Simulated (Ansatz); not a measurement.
HfO₂: a vibration from a frozen displacement

Level of theory: DFT PBE, scalar-relativistic, plane waves, PAW (Ansatz 0.2.0). The runs took a 420 eV cutoff, a Γ-centred 6×6×6 mesh and Gaussian smearing (0.05 eV). Spin–orbit coupling is left out, which matters for the heavy elements here. No spin polarisation. Energies are free energies at this smearing, counted from the undisturbed cell; pressure is positive in compression.

The starting cell (relaxed at this level; this fluorite-type form isn't the usual structure):

```xyz
12
Lattice="5.0976 0.0000 0.0000 0.0000 -5.0976 0.0000 0.0000 0.0000 -5.0976" Properties=species:S:1:pos:R:3 pbc="T T T"
Hf    0.0000    0.0000    0.0000
Hf    2.5488   -2.5488    0.0000
Hf    2.5488    0.0000   -2.5488
Hf    0.0000   -2.5488   -2.5488
O     1.2744   -1.2744   -1.2744
O     3.8232   -3.8232   -1.2744
O     3.8232   -1.2744   -3.8232
O     1.2744   -3.8232   -3.8232
O     3.8232   -3.8232   -3.8232
O     1.2744   -1.2744   -3.8232
O     1.2744   -3.8232   -1.2744
O     3.8232   -1.2744   -1.2744
```

Atom 1 (Hf) is moved by x along the Cartesian unit vector (-0.707, 0.707, 0.000); the cell and all other atoms stay fixed. The cell's volume is 132.46 Å³; the moved atoms weigh 178.490 u together and the others 663.462 u.

```
  x (Å)  ΔE (meV/cell) total force on the moved atoms along the move (eV/Å) pressure (GPa)
-0.3000         727.64                                                5.4901          2.8931
-0.1800         239.29                                                2.8045          0.9955
-0.0600          25.27                                                0.8480          0.1044
 0.0000           0.00                                                0.0000         -0.0041
 0.1200         103.08                                               -1.7621          0.4336
 0.2400         443.29                                               -4.0308          1.8078
```

Question: What frequency belongs to this motion?

Answer: The force constant is k = −dF/dx = 14.317 eV/Å², from the parabola through x = -0.0600, 0 and 0.1200. In every cell the moved atoms swing against the rest, so the mass is μ = m₁m₂/(m₁ + m₂) = 140.651 u, and ν̃ = 521.5 cm⁻¹ × √(|k|/μ) = 166 cm⁻¹. The pattern needn't be a normal mode: ν̃² is then a weighted mean of the squared nonzero frequencies at the zone centre of this cell, taken without macroscopic field, so it lies between the lowest and the highest of them.

Question: How far does the harmonic law reach?

Answer: At x = -0.300 Å, kx²/2 = 644.24 meV against the computed 727.64 meV (+12.9 %): the well stiffens in this direction at large amplitude.

Cost: 6 runs of about 4.7 core-minutes in all, on Intel Xeon Platinum 8259CL (Skylake/Cascade Lake) (shared hosts).

The hafnium ion sits in a single well centred on its ideal site, with no sign of off-centring along this path. Inversion symmetry at that site makes the well even, so the stiffening applies to both directions, and the force per unit displacement indeed grows on either side. The parabola through unequally spaced points admits a quadratic force term that symmetry forbids, so 14.317 eV/Å² and 166 cm⁻¹ are probably slight overestimates of the harmonic values.

The hardening reflects the closed-shell repulsion between hafnium and the oxygens it approaches, which rises faster than the contacts on the opposite side relax. The same anharmonicity explains why the pressure climbs for either sign of the displacement: the distorted cell would lower its energy by expanding.

The positive curvature doesn't show that the cubic form is dynamically stable, because its well-known instability towards the tetragonal phase is a zone-boundary motion of oxygen alone, with which this displacement has no overlap.
